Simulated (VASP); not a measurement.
Sb, 2 atoms in the cell. The structure is trigonal, space group R-3m (No. 166). The conventional cell has a = 4.308 Å, b = 4.308 Å, c = 11.274 Å, α = 90.00°, β = 90.00°, γ = 120.00°. Sb (site symmetry 3m) has 3 Sb at 2.91 Å as nearest neighbours. 

- Program: VASP 6.6.1
- Task: single point
- Functional: PBE
- Dispersion: D3(BJ)
- Potentials or basis: VASP PAW PBE potentials, release 64 (Sb)
- Cutoff: 300 eV
- k mesh: 6 × 6 × 6
- Occupations: gaussian, width 0.02 eV
- Spin: no spin polarisation
- Further INCAR settings: ALGO = Fast; EDIFF = 1e-07

Potentials or basis: VASP PAW PBE potentials, release 64 (Sb).

Run with:

```bash
$ cat potpaw_PBE.64/Sb/POTCAR > POTCAR
$ mpirun -np 1 vasp_std > vasp.out
```

Hardware: 1 thread of AMD EPYC 9R45 96-Core Processor (Zen 5) (shared host).

Question: How long does it take, and how much memory?

Answer: Wall time 6.7 s on 1 thread of AMD EPYC 9R45 96-Core Processor (Zen 5), on a shared host, peak memory 0.12 GiB. Counts: scf iterations 13, k points 32.
